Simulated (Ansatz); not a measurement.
Crystal: GaN.

```
Ga N
1.0
     0.00000    2.25350    2.25350
     2.25350    0.00000    2.25350
     2.25350    2.25350    0.00000
Ga N
1 1
Direct
  0.00000 0.00000 0.00000
  0.25000 0.25000 0.25000
```

The cell is a database's computed one.

```yaml
Program: Ansatz 0.2.0
Task: relaxation of cell and atoms
Functional: B3LYP
Potentials_or_basis: Ansatz PAW
Cutoff: "420 eV (not typed: the program's choice for these potentials)"
k_mesh: 5 × 5 × 5
Occupations: fermi-dirac, width 0.05 eV
Spin: no spin polarisation
```

At the start: volume 11.44 Å³/atom.

Task: Where does the relaxation end?

Result: It ends after 6 steps and the volume is 11.68 Å³/atom (+2.1 %); space group F-43m (No. 216, to 0.05 Å).

Step by step:
```csv
step,energy change (eV),largest force (eV/Å),volume (Å³)
1,0.0000,0.0000,22.89
2,-0.0038,0.0000,23.18
3,-0.0040,0.0000,23.35
4,-0.0058,0.0000,23.35
5,-0.0057,0.0000,23.36
6,-0.0057,0.0000,23.36
```

Final structure:
```
Ga N
1.0
     0.00000    2.26904    2.26904
     2.26904    0.00000    2.26904
     2.26904    2.26904    0.00000
Ga N
1 1
Direct
  0.00000 0.00000 0.00000
  0.25000 0.25000 0.25000
```

Caveat: the k mesh is coarse (spacing up to 0.48 Å⁻¹), so the values aren't converged, least of all with exact exchange; the plane-wave basis is chosen anew once the cell has moved, so the energies of steps on either side of that aren't comparable; the pressure holds a Pulay correction of +0.6 GPa for the finite cutoff; the PAW data sets come from PBE, with cores solved anew for the run's functional, which leaves a small shift of forces and pressure.
